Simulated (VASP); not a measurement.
# C (Fd-3m) in VASP: band structure with PBE

Aim: the band structure of C with PBE.

Everything below comes from runs of VASP 6.6.1. Logs are shortened: lines on timing, memory, paths and dates and some standing lists are left out, and cuts for length are marked.

### 1 The structure

Symmetry: Fd-3m, No. 227, cubic system. Conventional cell: a = 3.572 Å, b = 3.572 Å, c = 3.572 Å, α = 90.00°, β = 90.00°, γ = 90.00°. Around C (site symmetry -43m) lie 4 C at 1.55 Å.

This isn't the form of C at room conditions, which is graphite.

### 2 Band structure, PBE

INCAR

```
SYSTEM = C
PREC     = Accurate       ! precision mode
ENCUT    = 520            ! plane-wave cutoff, eV
EDIFF    = 1E-6           ! SCF threshold, eV
ISMEAR   = 0              ! smearing method
SIGMA    = 0.02           ! smearing width, eV
LREAL    = .FALSE.        ! projectors in reciprocal space
LASPH    = .TRUE.         ! aspherical terms in the spheres
NELM     = 100            ! most SCF steps
ALGO     = Fast           ! electronic algorithm
ISIF     = 2              ! what is computed and relaxed
LWAVE    = .FALSE.        ! write WAVECAR
LCHARG   = .FALSE.        ! write CHGCAR
GGA      = PE             ! functional
```

KPOINTS

```
Automatic mesh
0
G
  12 12 12
  0 0 0
```

POSCAR

```
C
1.0
    0.0000000000      1.7857950000      1.7857950000
    1.7857950000      0.0000000000      1.7857950000
    1.7857950000      1.7857950000      0.0000000000
C
2
Direct
    0.0000000000      0.0000000000      0.0000000000
    0.2500000000      0.2500000000      0.2500000000
```

KPOINTS_OPT

```
path GXWKGLUWLK,UX
15
line-mode
reciprocal
 0.0000000000  0.0000000000  0.0000000000  G
 0.5000000000  0.0000000000  0.5000000000  X

 0.5000000000  0.0000000000  0.5000000000  X
 0.5000000000  0.2500000000  0.7500000000  W

 0.5000000000  0.2500000000  0.7500000000  W
 0.3750000000  0.3750000000  0.7500000000  K

 0.3750000000  0.3750000000  0.7500000000  K
 0.0000000000  0.0000000000  0.0000000000  G

 0.0000000000  0.0000000000  0.0000000000  G
 0.5000000000  0.5000000000  0.5000000000  L

 0.5000000000  0.5000000000  0.5000000000  L
 0.6250000000  0.2500000000  0.6250000000  U

 0.6250000000  0.2500000000  0.6250000000  U
 0.5000000000  0.2500000000  0.7500000000  W

 0.5000000000  0.2500000000  0.7500000000  W
 0.5000000000  0.5000000000  0.5000000000  L

 0.5000000000  0.5000000000  0.5000000000  L
 0.3750000000  0.3750000000  0.7500000000  K

 0.6250000000  0.2500000000  0.6250000000  U
 0.5000000000  0.0000000000  0.5000000000  X
```

Potentials or basis: VASP PAW PBE potentials, release 64 (C).

Launch:

```console
$ cat potpaw_PBE.64/C/POTCAR > POTCAR
$ mpirun -np 1 vasp_std > vasp.out
```

OUTCAR:

```text
SYSTEM = C
   PREC = Accurate
   ENCUT = 520
   EDIFF = 1E-6
   ISMEAR = 0
   LREAL = .FALSE.
   LASPH = .TRUE.
   NELM = 100
   ISIF = 2
   GGA = PE

 ion  position               nearest neighbor table
   1  0.000  0.000  0.000-   2 1.55   2 1.55   2 1.55   2 1.55
   2  0.250  0.250  0.250-   1 1.55   1 1.55   1 1.55   1 1.55

  LATTYP: Found a face centered cubic cell.
 ALAT       =     3.5715900000

  Lattice vectors:

 A1 = (   0.0000000000,   1.7857950000,   1.7857950000)
 A2 = (   1.7857950000,   0.0000000000,   1.7857950000)
 A3 = (   1.7857950000,   1.7857950000,   0.0000000000)

Analysis of symmetry for initial positions (statically):
=====================================================================
 Subroutine PRICEL returns:
 Original cell was already a primitive cell.

 Routine SETGRP: Setting up the symmetry group for a
 face centered cubic supercell.

 Subroutine GETGRP returns: Found 48 space group operations
 (whereof 24 operations were pure point group operations)
 out of a pool of 48 trial point group operations.

The static configuration has the point symmetry T_d .
 The point group associated with its full space group is O_h .

Analysis of symmetry for dynamics (positions and initial velocities):
=====================================================================
 Subroutine PRICEL returns:
 Original cell was already a primitive cell.

 Routine SETGRP: Setting up the symmetry group for a
 face centered cubic supercell.

 Subroutine GETGRP returns: Found 48 space group operations
 (whereof 24 operations were pure point group operations)
 out of a pool of 48 trial point group operations.

The dynamic configuration has the point symmetry T_d .
 The point group associated with its full space group is O_h .

 Subroutine INISYM returns: Found 48 space group operations
 (whereof 24 operations are pure point group operations),
 and found     1 'primitive' translations

----------------------------------------------------------------------------------------

                                     Primitive cell

  volume of cell :      11.3900

  direct lattice vectors                    reciprocal lattice vectors
     0.000000000  1.785795000  1.785795000    -0.279987345  0.279987345  0.279987345
     1.785795000  0.000000000  1.785795000     0.279987345 -0.279987345  0.279987345
     1.785795000  1.785795000  0.000000000     0.279987345  0.279987345 -0.279987345

  length of vectors
[... 81 lines left out ...]
   NELM   =    100;   NELMIN=  2; NELMDL= -5     # of ELM steps
   EDIFF  = 0.1E-05   stopping-criterion for ELM
   LREAL  =      F    real-space projection
   EDIFFG = 0.1E-04   stopping-criterion for IOM
   NSW    =      0    number of steps for IOM
   IBRION =     -1    ionic relax: 0-MD 1-quasi-New 2-CG
   NFREE  =      0    steps in history (QN), initial steepest desc. (CG)
   ISIF   =      2    stress and relaxation
   ISYM   =      2    0-nonsym 1-usesym 2-fastsym
   POTIM  = 0.5000    time-step for ionic-motion
   TEBEG  =    0.0;   TEEND  =   0.0 temperature during run
   PSTRESS=    0.0 pullay stress
   NELECT =       8.0000    total number of electrons
   NUPDOWN=      -1.0000    fix difference up-down
   EMIN   =  10.00;   EMAX   =-10.00  energy-range for DOS
   EFERMI =   0.00;   METHOD = LEGACY
   ISMEAR =     0;   SIGMA  =   0.02  broadening in eV -4-tet -1-fermi 0-gaus
   EFERMI_NEDOS =   21; number of points for ismear=-14 and -15
   IALGO  =     68    algorithm
   IMIX   =      4    mixing-type and parameters
     AMIX     =   0.40;   BMIX     =  1.00
     AMIX_MAG =   1.60;   BMIX_MAG =  1.00
  volume/ion in A,a.u.               =       5.70        38.43
  Fermi-wavevector in a.u.,A,eV,Ry     =   1.455224  2.749975 28.812749  2.117677
  Thomas-Fermi vector in A             =   2.572284
   LORBIT       =      0    0 simple, 1 ext, 2 COOP (PROOUT), +10 PAW based schemes
   GGA     = PE    functional components
   LHFCALC =     F    Hartree Fock is set to
   AEXX    =    0.0000 exact exchange contribution
   IVDW    =     0    specifies the selected vdW correction
   LEPSILON=     F    determine dielectric tensor
   LRPA    =     F    only Hartree local field effects (RPA)
 non-spin polarized calculation
 RMM-DIIS sequential band-by-band and
 Gauss-broadening in eV      SIGMA  =   0.02
  energy-cutoff  :      520.00
  volume of cell :       11.39
 maximum number of plane-waves:       331
   NGX =  9   NGY =  9   NGZ =  9

 number of electron       7.9999999 magnetization

 Free energy of the ion-electron system (eV)
  ---------------------------------------------------
  ext. energy  EPLUGINS =         0.00000000
  ---------------------------------------------------
  free energy    TOTEN  =       -18.18576632 eV

  energy without entropy =      -18.18576632  energy(sigma->0) =      -18.18576632

 E-fermi :   9.8570     XC(G=0): -13.2303

 val. band max:        9.6711587100   @ k =   0.0000   0.0000   0.0000
 cond. band min:      13.8150638461   @ k =   0.3333   0.3333   0.0000
 fundamental gap:      4.1439051361
 Fermi energy:         9.8569673270

 k-point     1 :       0.0000    0.0000    0.0000
  band No.  band energies     occupation
      1     -11.7513      2.00000
      2       9.6712      2.00000
      3       9.6712      2.00000
      4       9.6712      2.00000
      5      15.2499      0.00000
      6      15.2499      0.00000
      7      15.2499      0.00000
      8      22.9099      0.00000
[... 243 lines left out ...]
 k-point    24 :      -0.4167    0.1667    0.0000
  band No.  band energies     occupation
      1      -5.5907      2.00000
      2      -2.8163      2.00000
      3       4.2144      2.00000
      4       6.0978      2.00000
      5      17.1898      0.00000
      6      19.8761      0.00000
      7      20.8242      0.00000
      8      25.0644      0.00000

 [... further k-points ...]
[... 5 lines left out ...]
  --------------------------------------------------------------------------------------
  -------------------------------------------------------------------------------------
  Total        0.0470154      0.0470154      0.0470154      0.0000000     -0.0000000      0.0000000
  in kB        6.6134207      6.6134207      6.6134207      0.0000000     -0.0000000      0.0000000
  external PRESSURE =       6.6134207 kB  Pullay stress =       0.0000000 kB

 VOLUME and BASIS-vectors are now :
 -----------------------------------------------------------------------------
  energy-cutoff  :      520.00
  volume of cell :       11.39
      direct lattice vectors                 reciprocal lattice vectors
     0.000000000  1.785795000  1.785795000    -0.279987345  0.279987345  0.279987345
     1.785795000  0.000000000  1.785795000     0.279987345 -0.279987345  0.279987345
     1.785795000  1.785795000  0.000000000     0.279987345  0.279987345 -0.279987345

 POSITION                                       TOTAL-FORCE (eV/Angst)
 -----------------------------------------------------------------------------------
      0.00000      0.00000      0.00000        -0.000000     -0.000000     -0.000000
      0.89290      0.89290      0.89290         0.000000      0.000000      0.000000
 -----------------------------------------------------------------------------------
    total drift:                                0.000000      0.000000      0.000000

  FREE ENERGIE OF THE ION-ELECTRON SYSTEM (eV)
  ---------------------------------------------------
  free  energy   TOTEN  =       -18.1857663204 eV

  energy  without entropy=      -18.1857663204  energy(sigma->0) =      -18.18576632
```

OSZICAR:

```text
N       E                     dE             d eps       ncg     rms          rms(c)
DAV:   1    -0.149345574280E+01   -0.14935E+01   -0.52125E+03  1200   0.100E+03
DAV:   2    -0.187006126093E+02   -0.17207E+02   -0.16143E+02  1784   0.108E+02
[... 21 lines left out ...]
DAV:   2     0.117181458903E+03   -0.11244E+04     1704
DAV:   3     0.108688134140E+03   -0.84933E+01     1264
DAV:   4     0.108676512681E+03   -0.11621E-01     1768
DAV:   5     0.108676507391E+03   -0.52904E-05     1280
DAV:   6     0.108676507389E+03   -0.15278E-08     1752
       N       E                     dE             ncg
DAV:   1     0.293754266769E+05   -0.25906E+04      104
DAV:   2     0.292901483956E+05   -0.85278E+02      168
DAV:   3     0.292897629103E+05   -0.38549E+00      112
DAV:   4     0.292897624918E+05   -0.41856E-03      136
DAV:   5     0.292897624917E+05   -0.90164E-07      104
```

stdout:

```text
POSCAR found type information on POSCAR C
 POSCAR found :  1 types and       2 ions
 scaLAPACK will be used
 LDA part: xc-table for (Slater+PW92), standard interpolation
 POSCAR, INCAR and KPOINTS ok, starting setup
 FFT: planning ... GRIDC
 FFT: planning ... GRID_SOFT
 FFT: planning ... GRID
 WAVECAR not read
 entering main loop
 Start KPOINTS_OPT (optional k-point list driver)
k-point batch [1-72\150]
k-point batch [73-144\150]
k-point batch [145-150\150]
```

Wall time 6.3 s (1 thread of Intel Xeon 6975P-C (Granite Rapids), shared host); peak memory 0.13 GiB.

What came out:

```yaml
Free_energy: -18.1858 eV
Pressure: 0.7 GPa
Band_gap_on_the_k_mesh: 4.14 eV, indirect (least direct gap 5.58 eV)
Band_gap_along_the_path: 4.12 eV, indirect (least direct gap 5.58 eV)
```

Levels at the corners of the path, in eV from the valence-band top:
```
point  band 1  band 2  band 3  band 4  band 5  band 6  band 7  band 8
    Γ  -21.42    0.00    0.00    0.00    5.58    5.58    5.58   13.24
    X  -12.73  -12.73   -6.27   -6.27    4.75    4.75   16.75   16.75
    X  -12.73  -12.73   -6.27   -6.27    4.75    4.75   16.75   16.75
    W  -11.95  -11.95   -8.29   -8.29   10.60   10.60   12.27   12.27
    W  -11.95  -11.95   -8.29   -8.29   10.60   10.60   12.27   12.27
    K  -12.95  -11.70   -9.28   -5.34    5.67   10.72   14.32   15.57
    K  -12.95  -11.70   -9.28   -5.34    5.67   10.72   14.32   15.57
    Γ  -21.42    0.00    0.00    0.00    5.58    5.58    5.58   13.24
    Γ  -21.42    0.00    0.00    0.00    5.58    5.58    5.58   13.24
    L  -15.67  -13.33   -2.79   -2.79    8.44    8.44    8.79   15.66
    L  -15.67  -13.33   -2.79   -2.79    8.44    8.44    8.79   15.66
    U  -12.95  -11.70   -9.28   -5.34    5.67   10.72   14.32   15.57
    U  -12.95  -11.70   -9.28   -5.34    5.67   10.72   14.32   15.57
    W  -11.95  -11.95   -8.29   -8.29   10.60   10.60   12.27   12.27
    W  -11.95  -11.95   -8.29   -8.29   10.60   10.60   12.27   12.27
    L  -15.67  -13.33   -2.79   -2.79    8.44    8.44    8.79   15.66
    L  -15.67  -13.33   -2.79   -2.79    8.44    8.44    8.79   15.66
    K  -12.95  -11.70   -9.28   -5.34    5.67   10.72   14.32   15.57
    U  -12.95  -11.70   -9.28   -5.34    5.67   10.72   14.32   15.57
    X  -12.73  -12.73   -6.27   -6.27    4.75    4.75   16.75   16.75
```

As with any semilocal functional, this PBE gap is likely too small.
